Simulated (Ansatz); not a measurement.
A plane-wave DFT run in Ansatz 0.2.0 (scalar-relativistic PAW potentials unless the input names others): input and command.

```yaml
crystal:
  lattice:
    - [0.0, 2.4658168299, 2.4658168299]
    - [2.4658168299, 0.0, 2.4658168299]
    - [2.4658168299, 2.4658168299, 0.0]
  atoms:
    - { symbol: zr, position: [0.5, 0.5, 0.5] }
    - { symbol: C, position: [0.0, 0.0, 0.0] }
basis:
  ecutwfc: 420
kpoints:
  mp_grid: { grid: [16, 16, 16] }
hamiltonian:
  xc: pbe
scf:
  occupations: { method: gaussian, width: 0.1 }
  max_iter: 80
output:
  forces: true
  eigenvalues: true
  stress: true
```

```bash
ansatz run input.yaml --threads 1 --pin off --max-ram 1331MiB --backend cpu --events-out ev --progress --plain --runs-dir out
```

Question: What is wrong with this input?

Answer: The program refuses it, because of an unknown element (crystal.atoms[0].symbol: "Zr" → "zr"). With the sound run's settings it is accepted.

Abridged log:
```
Error: YAML parse error: error: line 7 column 17: `zr` is not an element symbol (H … Og, case-exact)
 --> <input>:7:17
  |
5 |     - [2.4658168299, 2.4658168299, 0.0]
6 |   atoms:
7 |     - { symbol: zr, position: [0.5, 0.5, 0.5] }
  |                 ^ `zr` is not an element symbol (H … Og, case-exact)
8 |     - { symbol: C, position: [0.0, 0.0, 0.0] }
9 | basis:
  |
```